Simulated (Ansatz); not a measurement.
Runs of Ansatz 0.2.0 on Sn. The typed cell holds 1 atom: a = 3.269 Å, b = 3.303 Å, c = 3.287 Å, α = 110.00°, β = 108.91°, γ = 109.87°. This isn't the form of Sn at room conditions, which is tetragonal (white tin).

```csv
level,cutoff (eV),gap on the mesh (eV),pressure (GPa),relaxed volume (Å³/atom)
RPBE,420,none,0.0,28.73
r2SCAN,500,none,0.0,26.87
LDA,420,none,0.0,25.44
BLYP,420,none,0.0,30.88
revPBE,420,none,0.0,(b)
PBEsol,420,none,0.0,(a)
```

Alike in all rows: task relaxation of cell and atoms; potentials or basis Ansatz PAW; no spin polarisation; cell relaxed from: cell sheared at random, sigma 0.01, atoms nudged by 0.01 Å; k mesh 10 × 10 × 10; smearing fermi-dirac 0.05 eV.

Question: Estimate the missing entries.

Answer: (a) 26.25; (b) 28.47.

Caveats: the plane-wave basis is chosen anew once the cell has moved, so the energies of steps on either side of that aren't comparable; the PAW data sets come from PBE, with cores solved anew for the run's functional, which leaves a small shift of forces and pressure.

A k mesh can miss the band edges, and the runs leave out spin-orbit coupling on Sn.

A gap of «none» marks a metal or a gap under the smearing width.

Runs at the PBE level aren't shown here.
